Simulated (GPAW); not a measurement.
# Li (R-3m) in GPAW: single point with RPBE

Aim: the single point of Li with RPBE.

All numbers are computed with GPAW 26.7.0; they aren't measurements. Logs are shortened: lines on timing, memory, paths and dates and some standing lists are left out, and cuts for length are marked. The log counts tension as positive stress, the text compression.

## (1) The cell of the first run

The structure is trigonal, space group R-3m (No. 166). The conventional cell has a = 3.101 Å, b = 3.101 Å, c = 22.765 Å, α = 90.00°, β = 90.00°, γ = 120.00°. Li (site symmetry 3m) is surrounded by 12 Li at 3.09 to 3.10 Å. Li (site symmetry -3m) has 12 Li at 3.10 Å as nearest neighbours.

This isn't the form of Li at room conditions, which is bcc.

## (2) Single point, RPBE (the cell as VASP's run set it)

Contents of run.py:

```python
from ase import Atoms
from ase.dft.bandgap import bandgap
from ase.io import write
from ase.units import GPa
from gpaw import GPAW, PW

atoms = Atoms(['Li', 'Li', 'Li'],
              cell=[[7.79664654, 0.0, 0.0],
                    [7.1799582655, 3.039061792, 0.0],
                    [7.1799582655, 1.4569615154, 2.6670507529]],
              scaled_positions=[[0.778, 0.778, 0.778],
                                [0.222, 0.222, 0.222],
                                [0.0, 0.0, 0.0]],
              pbc=True)

calc = GPAW(mode=PW(800),
            xc='RPBE',
            kpts={'size': (10, 10, 10), 'gamma': True},
            occupations={'name': 'methfessel-paxton', 'order': 0, 'width': 0.05},
            nbands=9,
            convergence={'density': 1e-05, 'energy': 1e-05},
            maxiter=150,
            txt='gpaw.txt')
atoms.calc = calc
energy = atoms.get_potential_energy()
forces = atoms.get_forces()
stress = atoms.get_stress()
calc.write('gs.gpw')
write('result.traj', atoms)
print(f'Energy: {energy:.6f} eV')
print('Forces (eV/A):')
print(forces.round(4))
print('Stress (GPa):', (stress / GPa).round(3))
print('Fermi level:', round(calc.get_fermi_level(), 4), 'eV')
print(f'Gap: {bandgap(calc)[0]:.4f} eV, direct: {bandgap(calc, direct=True)[0]:.4f} eV')
```

Potentials or basis: the program's PAW data sets (release 1.2.1) made for this functional, pw.

Started as:

```bash
OMP_NUM_THREADS=1 python run.py
```

gpaw.txt:

```text
__  _  _
 | _ |_)|_||  |
 |__||  | ||/\| - 26.7.0

Input parameters:
  mode=PW(ecut=800.0),
  convergence={'density': 1e-05, 'energy': 1e-05},
  kpts=MonkhorstPack(size=(10, 10, 10), gamma=True),
  maxiter=150,
  nbands=9,
  occupations=Occupations(name='methfessel-paxton', order=0, width=0.05),
  xc=XC(name='RPBE')

Diagonalizing LCAO Hamiltonian
Converting LCAO to pw mode

                                                    Li

                    Li
       Li

Atoms  # Å, Bohr magnetons
|   | symbol |         x |        y |        z |    initial magnetic moments |
|---|--------|-----------|----------|----------|-----------------------------|
| 0 |     Li | 17.237806 | 3.497906 | 2.074965 | ( 0.0000,  0.0000,  0.0000) |
| 1 |     Li |  4.918757 | 0.998117 | 0.592085 | ( 0.0000,  0.0000,  0.0000) |
| 2 |     Li |  0.000000 | 0.000000 | 0.000000 | ( 0.0000,  0.0000,  0.0000) |

Unit cell  # Å
| periodic |        x |        y |        z |  lengths |    angles |
|----------|----------|----------|----------|----------|-----------|
|      yes | 7.796647 | 0.000000 | 0.000000 | 7.796647 | 22.941489 |
|      yes | 7.179958 | 3.039062 | 0.000000 | 7.796647 | 22.941489 |
|      yes | 7.179958 | 1.456962 | 2.667051 | 7.796647 | 22.941489 |

Number of symmetries: 12
Symmetry operations  # r_c * U_cc + t_c -> r_c
|    | kind |            matrix            |
|----|------|------------------------------|
|  0 |  E   |  1, 0, 0,  0, 1, 0,  0, 0, 1 |
|  1 |  σ   |  1, 0, 0,  0, 0, 1,  0, 1, 0 |
|  2 |  σ   |  0, 1, 0,  1, 0, 0,  0, 0, 1 |
|  3 |  C3  |  0, 1, 0,  0, 0, 1,  1, 0, 0 |
|  4 |  C3  |  0, 0, 1,  1, 0, 0,  0, 1, 0 |
|  5 |  σ   |  0, 0, 1,  0, 1, 0,  1, 0, 0 |
|  6 |  C2  |  0, 0,-1,  0,-1, 0, -1, 0, 0 |
|  7 |  S6  |  0, 0,-1, -1, 0, 0,  0,-1, 0 |
|  8 |  S6  |  0,-1, 0,  0, 0,-1, -1, 0, 0 |
|  9 |  C2  |  0,-1, 0, -1, 0, 0,  0, 0,-1 |
| 10 |  C2  | -1, 0, 0,  0, 0,-1,  0,-1, 0 |
| 11 |  i   | -1, 0, 0,  0,-1, 0,  0, 0,-1 |

BZ-sampling:
  Number of BZ points: 1000
  Number of IBZ points: 116

  Monkhorst-Pack size: [10, 10, 10]
  Monkhorst-Pack shift: [0.05, 0.05, 0.05]

K-points  # in reciprocal-cell coordinates
|     |                                coordinates |     weight |
|-----|--------------------------------------------|------------|
|   0 | (  0.00000000,   0.00000000,   0.00000000) | 0.00100000 |
|   1 | (  0.10000000,   0.00000000,  -0.10000000) | 0.00600000 |
|   2 | (  0.10000000,   0.00000000,   0.00000000) | 0.00600000 |
|   3 | (  0.10000000,   0.10000000,  -0.10000000) | 0.00600000 |
|   4 | (  0.10000000,   0.10000000,   0.00000000) | 0.00600000 |
|   5 | (  0.10000000,   0.10000000,   0.10000000) | 0.00200000 |
|   6 | (  0.20000000,  -0.10000000,  -0.10000000) | 0.00600000 |
|   7 | (  0.20000000,   0.00000000,  -0.20000000) | 0.00600000 |
|   8 | (  0.20000000,   0.00000000,  -0.10000000) | 0.01200000 |
|   9 | (  0.20000000,   0.00000000,   0.00000000) | 0.00600000 |
| ... |                                            |            |
| 115 | (  0.50000000,   0.50000000,   0.50000000) | 0.00100000 |

Plane wave coefficients: 3271
Cutoff: 800.0 eV

Spin-components: 1 (collinear spins)
Bands:           9
Projectors:      9
Spin-degeneracy: 2
Datatype:        complex128

Parallelization:
  kpt:    1
  domain: 1
  band:   1

Density:
  Valence electrons: 3.0
  Components: 1
  Grid points: [54 54 54]
  Charge: 0.0  # |e|

Potential:
  Grid points: [54 54 54]

species:
  Li:
    name:    Lithium
    Z:       3.0
    valence: 1
    core:    2
    charge:  0.0  # [|e|]
    compensation charges:
      type: gauss
      rc: 0.33  # [Å]
      lmax: 2
    cutoffs:
      filter: 1.91  # [Å]
      core: 2.55  # [Å]
    projectors
    | kind |    occ | energy [eV] | rcut [Å] |
    |------|--------|-------------|----------|
    |   2s |  1.000 |      -2.901 |    1.058 |
    |   2p |  0.000 |      -1.114 |    1.058 |
    |    s |        |      24.311 |    1.058 |

    Using partial waves for Li as LCAO basis

Reference energy: -610.948570  # eV

eigensolver:
  PPCG
  Converge bands: occupied
  niter=2

density mixing:
  MSR1-Mixer
  Pratt-step length: 0.05
  Maximum mixing coefficient: 0.75
  Old densities: 10
  SVD Regularization: 0.005
  Good broyden scale: 1.0
  Trust region scale: 1.0
  Backstep threshold: 4.0
  History deletion threshold: 6.0
  Fourier metric: weight=20.0, sigma=0.015

occupation numbers:
  Methfessel-Paxton:
    width: 0.0500  # eV
    order: 0

poisson solver:
  ecut: 6400.0  # eV

xc functional:
  name: RPBE with 2 nearest neighbor stencil

convergence criteria:
- Maximum integral of absolute [dens]ity change: 1e-05 electrons / valence electron
- Maximum [total energy] change in last 3 cyles: 1e-05 eV / valence electron
- Maximum integral of absolute [eigenst]ate change: 4e-08 eV^2 / valence electron
maximum number of iterations: 150

SCF iterations
|iter     | |      energy | eigst |  dens |
|---------|-|-------------|-------|-------|
|iter:   1| |   -5.462726 | -0.09 |       |
|iter:   2| |   -5.452893 | -2.41 | -1.31 |
|iter:   3| |   -5.393404 | -2.55 | -1.31 |
|iter:   4| |   -5.398089 | -4.13 | -1.62 |
|iter:   5| |   -5.390824 | -4.04 | -1.33 |
|iter:   6| |   -5.390847 | -5.53 | -2.25 |
|iter:   7| |   -5.390847c| -6.07 | -3.08 |
|iter:   8| |   -5.390847c| -7.50c| -4.05 |
|iter:   9| |   -5.390847c| -8.52c| -4.43 |
|iter:  10| |   -5.390847c| -9.41c| -5.39c|

Converged in 10 steps
Energy contributions relative to reference atoms: (reference = -610.948570)

Energy contributions:
  Kinetic:           4.838628
  Coulomb:          -4.266681
  Zero:             -0.020759
  External:          0.000000
  Xc:               -5.941086
  Entropy:          -0.001898
  Spinorbit:         0.000000
  ----------------------------
  Free energy:      -5.391796
  Extrapolated:     -5.390847

dipole moment: (-12.743279, -2.585874, -1.533946)  # |e|*Ang

Fermi level: 0.268
Eigenvalues  # (at kpt = [0.000, 0.000, 0.000])
| band index |      eig [eV] | occ [0-2] |
|------------|---------------|-----------|
|          0 |        -3.224 |     2.000 |
|          1 |        -1.275 |     2.000 |
|          2 |        -1.275 |     2.000 |
|          3 |         5.862 |     0.000 |
|          4 |         5.888 |     0.000 |
|          5 |        12.988 |     0.000 |
|          6 |        13.139 |     0.000 |
|          7 |        13.139 |     0.000 |
|          8 |        14.646 |     0.000 |

No gap
No difference between direct/indirect transitions

Forces  # eV/Ang
|        x |        y |        z |
|----------|----------|----------|
| -0.00859 | -0.00174 | -0.00103 |  # Li   0
|  0.00859 |  0.00174 |  0.00103 |  # Li   1
|  0.00000 | -0.00000 |  0.00000 |  # Li   2

Stress tensor  # eV/Ang^3
|        x |         y |         z |
|----------|-----------|-----------|
| 0.001701 |  0.000505 |  0.000299 |
| 0.000505 | -0.000684 |  0.000061 |
| 0.000299 |  0.000061 | -0.000751 |

# Writing to gs.gpw (mode='')
```

It took 3.7 min on 1 thread of Arm Neoverse V2, shared host; peak memory 0.44 GiB.

Results:

```yaml
Free_energy: -5.3918 eV
Pressure: 0.0 GPa
Largest_force: 0.009 eV/Å
Band_gap_on_the_k_mesh: none (metal or under the smearing width)
```

Forces on the atoms (eV/Å):
```
Li  -0.009 -0.002 -0.001
Li   0.009  0.002  0.001
Li   0.000  0.000  0.000
```

Caveat: the program warned that so skewed a cell can give wrong results.
